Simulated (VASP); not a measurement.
# Hg (P6_3/mmc) in VASP: single point with PBE

Aim: the single point of Hg with PBE.

Program: VASP 6.6.1. These are calculated values, not measurements. Logs are shortened: lines on timing, memory, paths and dates and some standing lists are left out, and cuts for length are marked.

### 1 The crystal as given

Symmetry: P6_3/mmc, No. 194, hexagonal system. Conventional cell: a = 3.462 Å, b = 3.462 Å, c = 5.488 Å, α = 90.00°, β = 90.00°, γ = 120.00°. Around Hg (site symmetry -6m2) lie 12 Hg at 3.39 to 3.46 Å.

### 2 Single point, PBE

INCAR

```
ALGO     = Normal         # electronic algorithm
EDIFF    = 1E-6           # SCF threshold, eV
ENCUT    = 520            # plane-wave cutoff, eV
GGA      = PE             # functional
ISIF     = 2              # what is computed and relaxed
ISMEAR   = 1              # smearing method
LASPH    = T              # aspherical terms in the spheres
LCHARG   = F              # write CHGCAR
LREAL    = F              # projectors in reciprocal space
LWAVE    = F              # write WAVECAR
NBANDS   = 19             # bands
NELM     = 60             # most SCF steps
PREC     = Accurate       # precision mode
SIGMA    = 0.15           # smearing width, eV
```

KPOINTS

```
k-points
0
Gamma
  8 8 4
```

POSCAR

```
Hg
1.0
    3.4618100000      0.0000000000      0.0000000000
   -1.7309000000      2.9980200000      0.0000000000
    0.0000000000      0.0000000000      5.4875500000
Hg
2
Direct
    0.6666666667      0.3333333333      0.7500000000
    0.3333333333      0.6666666667      0.2500000000
```

Potentials or basis: VASP PAW PBE potentials, release 64 (Hg).

Run with:

```
$ cat potpaw_PBE.64/Hg/POTCAR > POTCAR
$ mpirun -np 1 vasp_std > vasp.out
```

OUTCAR:

```text
EDIFF = 1E-6
   ENCUT = 520
   GGA = PE
   ISIF = 2
   ISMEAR = 1
   LASPH = T
   LREAL = F
   NELM = 60
   PREC = Accurate

 ion  position               nearest neighbor table
   1  0.667  0.333  0.750-   2 3.39   2 3.39   2 3.39   2 3.39   2 3.39   2 3.39
   2  0.333  0.667  0.250-   1 3.39   1 3.39   1 3.39   1 3.39   1 3.39   1 3.39

  LATTYP: Found a hexagonal cell.
 ALAT       =     3.4618100000
 C/A-ratio  =     1.5851678746

  Lattice vectors:

 A1 = (   3.4618100000,   0.0000000000,   0.0000000000)
 A2 = (  -1.7309000000,   2.9980200000,   0.0000000000)
 A3 = (   0.0000000000,   0.0000000000,   5.4875500000)

Analysis of symmetry for initial positions (statically):
=====================================================================
 Subroutine PRICEL returns:
 Original cell was already a primitive cell.

 Routine SETGRP: Setting up the symmetry group for a
 hexagonal supercell.

 Subroutine GETGRP returns: Found 24 space group operations
 (whereof 12 operations were pure point group operations)
 out of a pool of 24 trial point group operations.

The static configuration has the point symmetry D_3d.
 The point group associated with its full space group is D_6h.

Analysis of symmetry for dynamics (positions and initial velocities):
=====================================================================
 Subroutine PRICEL returns:
 Original cell was already a primitive cell.

 Routine SETGRP: Setting up the symmetry group for a
 hexagonal supercell.

 Subroutine GETGRP returns: Found 24 space group operations
 (whereof 12 operations were pure point group operations)
 out of a pool of 24 trial point group operations.

The dynamic configuration has the point symmetry D_3d.
 The point group associated with its full space group is D_6h.

 Subroutine INISYM returns: Found 24 space group operations
 (whereof 12 operations are pure point group operations),
 and found     1 'primitive' translations

----------------------------------------------------------------------------------------

                                     Primitive cell

  volume of cell :      56.9530

  direct lattice vectors                    reciprocal lattice vectors
     3.461810000  0.000000000  0.000000000     0.288866229  0.166776258  0.000000000
    -1.730900000  2.998020000  0.000000000     0.000000000  0.333553479  0.000000000
     0.000000000  0.000000000  5.487550000     0.000000000  0.000000000  0.182230686

  length of vectors
     3.461810000  3.461811481  5.487550000     0.333553621  0.333553479  0.182230686

  position of ions in fractional coordinates (direct lattice)
     0.666666667  0.333333333  0.750000000
     0.333333333  0.666666667  0.250000000

  ion indices of the primitive-cell ions
   primitive index   ion index
                 1           1
                 2           2

----------------------------------------------------------------------------------------

 KPOINTS: k-points

Automatic generation of k-mesh.
 Grid dimensions read from file:
 generate k-points for:    8    8    4

 Generating k-lattice:

  Cartesian coordinates                     Fractional coordinates (reciprocal lattice)
     0.036108279  0.020847032  0.000000000     0.125000000  0.000000000  0.000000000
     0.000000000  0.041694185  0.000000000     0.000000000  0.125000000  0.000000000
     0.000000000  0.000000000  0.045557671     0.000000000  0.000000000  0.250000000

  Length of vectors
     0.041694203  0.041694185  0.045557671

  Shift w.r.t. Gamma in fractional coordinates (k-lattice)
     0.000000000  0.000000000  0.000000000

 Subroutine IBZKPT returns following result:
 ===========================================

 Found     30 irreducible k-points:

 Following reciprocal coordinates:
            Coordinates               Weight
  0.000000  0.000000  0.000000      1.000000
  0.125000  0.000000  0.000000      6.000000
  0.250000  0.000000  0.000000      6.000000
  0.375000  0.000000  0.000000      6.000000
  0.500000  0.000000  0.000000      3.000000
  0.125000  0.125000  0.000000      6.000000
[... 16 lines left out ...]
  0.250000  0.000000  0.500000      6.000000
  0.375000  0.000000  0.500000      6.000000
 [... further k-points ...]
   k-points           NKPTS =     30   k-points in BZ     NKDIM =     30   number of bands    NBANDS=     19
   number of dos      NEDOS =    301   number of ions     NIONS =      2
   total plane-waves  NPLWV =  32928
   dimension x,y,z NGX =    28 NGY =   28 NGZ =   42
   dimension x,y,z NGXF=    56 NGYF=   56 NGZF=   84
   ions per type =               2
   NGX,Y,Z   is equivalent  to a cutoff of  13.45, 13.45, 12.72 a.u.
   NGXF,Y,Z  is equivalent  to a cutoff of  26.89, 26.89, 25.45 a.u.
 SYSTEM =  unknown system
   PREC   = accura    normal or accurate (medium, high low for compatibility)
   ISTART =      0    job   : 0-new  1-cont  2-samecut
   ICHARG =      2    charge: 1-file 2-atom 10-const
   ISPIN  =      1    spin polarized calculation?
   LNONCOLLINEAR =      F non collinear calculations
   LSORBIT =      F    spin-orbit coupling
   LASPH  =      T    aspherical Exc in radial PAW
   ENCUT  =  520.0 eV  38.22 Ry    6.18 a.u.   6.44  6.44 10.20*2*pi/ulx,y,z
   NELM   =     60;   NELMIN=  2; NELMDL= -5     # of ELM steps
   EDIFF  = 0.1E-05   stopping-criterion for ELM
   LREAL  =      F    real-space projection
   EDIFFG = 0.1E-04   stopping-criterion for IOM
   NSW    =      0    number of steps for IOM
   IBRION =     -1    ionic relax: 0-MD 1-quasi-New 2-CG
   NFREE  =      0    steps in history (QN), initial steepest desc. (CG)
   ISIF   =      2    stress and relaxation
   ISYM   =      2    0-nonsym 1-usesym 2-fastsym
   POTIM  = 0.5000    time-step for ionic-motion
   TEBEG  =    0.0;   TEEND  =   0.0 temperature during run
   PSTRESS=    0.0 pullay stress
   NELECT =      24.0000    total number of electrons
   NUPDOWN=      -1.0000    fix difference up-down
   EMIN   =  10.00;   EMAX   =-10.00  energy-range for DOS
   EFERMI =   0.00;   METHOD = LEGACY
   ISMEAR =     1;   SIGMA  =   0.15  broadening in eV -4-tet -1-fermi 0-gaus
   EFERMI_NEDOS =   21; number of points for ismear=-14 and -15
   IALGO  =     38    algorithm
   IMIX   =      4    mixing-type and parameters
     AMIX     =   0.40;   BMIX     =  1.00
     AMIX_MAG =   1.60;   BMIX_MAG =  1.00
  volume/ion in A,a.u.               =      28.48       192.17
  Fermi-wavevector in a.u.,A,eV,Ry     =   1.227363  2.319380 20.496100  1.506421
  Thomas-Fermi vector in A             =   2.362330
   LORBIT       =      0    0 simple, 1 ext, 2 COOP (PROOUT), +10 PAW based schemes
   GGA     = PE    functional components
   LHFCALC =     F    Hartree Fock is set to
   AEXX    =    0.0000 exact exchange contribution
   IVDW    =     0    specifies the selected vdW correction
   LEPSILON=     F    determine dielectric tensor
   LRPA    =     F    only Hartree local field effects (RPA)
 non-spin polarized calculation
 Methfessel and Paxton  Order N= 1 SIGMA  =   0.15
  energy-cutoff  :      520.00
  volume of cell :       56.95
 maximum number of plane-waves:      1554
 NGX is ok and might be reduce to    28
   NGX = 13   NGY = 13   NGZ = 21

 number of electron      23.9999999 magnetization

 Free energy of the ion-electron system (eV)
  ---------------------------------------------------
  ext. energy  EPLUGINS =         0.00000000
  ---------------------------------------------------
  free energy    TOTEN  =        -0.34304679 eV

  energy without entropy =       -0.34397505  energy(sigma->0) =       -0.34335621

 E-fermi :   1.0022     XC(G=0):  -9.8310

 val. band max:        0.9485926021   @ k =   0.2500   0.2500   0.0000
 cond. band min:       1.1653604527   @ k =   0.1250   0.0000   0.0000
 fundamental gap:      0.2167678506
 Fermi energy:         1.0022499649

 k-point     1 :       0.0000    0.0000    0.0000
  band No.  band energies     occupation
      1      -6.2282      2.00000
      2      -5.6477      2.00000
      3      -5.0041      2.00000
      4      -4.9998      2.00000
      5      -4.9998      2.00000
      6      -4.9026      2.00000
[... 11 lines left out ...]
     18      14.2145      0.00000
     19      14.7680      0.00000

 k-point     2 :       0.1250    0.0000    0.0000
  band No.  band energies     occupation
      1      -5.9505      2.00000
      2      -5.5378      2.00000
      3      -5.0938      2.00000
      4      -4.9277      2.00000
      5      -4.9028      2.00000
      6      -4.8922      2.00000
[... 11 lines left out ...]
     18      14.8277      0.00000
     19      14.8416      0.00000

 k-point     3 :       0.2500    0.0000    0.0000
  band No.  band energies     occupation
      1      -5.4679      2.00000
      2      -5.4611      2.00000
      3      -5.1038      2.00000
      4      -4.9776      2.00000
      5      -4.9746      2.00000
      6      -4.8514      2.00000
[... 11 lines left out ...]
     18      12.8695      0.00000
     19      13.9756      0.00000

 k-point     4 :       0.3750    0.0000    0.0000
  band No.  band energies     occupation
      1      -5.5709      2.00000
      2      -5.4258      2.00000
      3      -5.3365      2.00000
      4      -5.0651      2.00000
      5      -4.8155      2.00000
      6      -4.7563      2.00000
[... 11 lines left out ...]
     18      12.3818      0.00000
     19      12.8226      0.00000

 k-point     5 :       0.5000    0.0000    0.0000
  band No.  band energies     occupation
      1      -5.6258      2.00000
      2      -5.4529      2.00000
      3      -5.4300      2.00000
      4      -5.1001      2.00000
      5      -4.7936      2.00000
      6      -4.7579      2.00000
[... 11 lines left out ...]
     18      12.2536      0.00000
     19      12.3753      0.00000
[... 334 lines left out ...]
      2      -5.4721      2.00000
      3      -5.0504      2.00000
      4      -5.0504      2.00000
      5      -5.0503      2.00000
      6      -5.0503      2.00000
[... 11 lines left out ...]
     18      13.0664      0.00000
     19      14.0257      0.00000

 k-point    22 :       0.1250    0.0000    0.5000
  band No.  band energies     occupation
      1      -5.3106      2.00000
      2      -5.3106      2.00000
      3      -5.1148      2.00000
      4      -5.1148      2.00000
      5      -4.9717      2.00000
      6      -4.9717      2.00000
[... 11 lines left out ...]
     18      12.2876      0.00000
     19      13.6137      0.00000

 k-point    23 :       0.2500    0.0000    0.5000
  band No.  band energies     occupation
      1      -5.3474      2.00000
      2      -5.3474      2.00000
      3      -5.1588      2.00000
      4      -5.1588      2.00000
      5      -4.8026      2.00000
      6      -4.8026      2.00000
[... 11 lines left out ...]
     18      10.9403      0.00000
     19      13.0647      0.00000

 k-point    24 :       0.3750    0.0000    0.5000
  band No.  band energies     occupation
      1      -5.5097      2.00000
      2      -5.5097      2.00000
      3      -5.2833      2.00000
      4      -5.2833      2.00000
      5      -4.7123      2.00000
      6      -4.7123      2.00000
[... 11 lines left out ...]
     18       9.8902      0.00000
     19      12.6968      0.00000

 [... further k-points ...]
[... 5 lines left out ...]
  --------------------------------------------------------------------------------------
  -------------------------------------------------------------------------------------
  Total        0.4047073      0.4047085      0.5545282      0.0000007      0.0000000      0.0000000
  in kB       11.3850614     11.3850963     15.5997632      0.0000190      0.0000000      0.0000000
  external PRESSURE =      12.7899736 kB  Pullay stress =       0.0000000 kB

 VOLUME and BASIS-vectors are now :
 -----------------------------------------------------------------------------
  energy-cutoff  :      520.00
  volume of cell :       56.95
      direct lattice vectors                 reciprocal lattice vectors
     3.461810000  0.000000000  0.000000000     0.288866229  0.166776258  0.000000000
    -1.730900000  2.998020000  0.000000000     0.000000000  0.333553479  0.000000000
     0.000000000  0.000000000  5.487550000     0.000000000  0.000000000  0.182230686

 POSITION                                       TOTAL-FORCE (eV/Angst)
 -----------------------------------------------------------------------------------
      1.73091      0.99934      4.11566        -0.000000      0.000000      0.000000
      0.00000      1.99868      1.37189         0.000000      0.000000     -0.000000
 -----------------------------------------------------------------------------------
    total drift:                               -0.000000      0.000000     -0.000000

  FREE ENERGIE OF THE ION-ELECTRON SYSTEM (eV)
  ---------------------------------------------------
  free  energy   TOTEN  =        -0.3430467933 eV

  energy  without entropy=       -0.3439750512  energy(sigma->0) =       -0.34335621
```

Wall time 12 s (1 thread of Intel Xeon 6975P-C (Granite Rapids), shared host); peak memory 0.18 GiB.

Results:

```yaml
Free_energy: -0.3430 eV
Pressure: 1.3 GPa
Band_gap_on_the_k_mesh: none (metal or under the smearing width)
```

Spin-orbit coupling is left out, which matters for the levels of Hg.
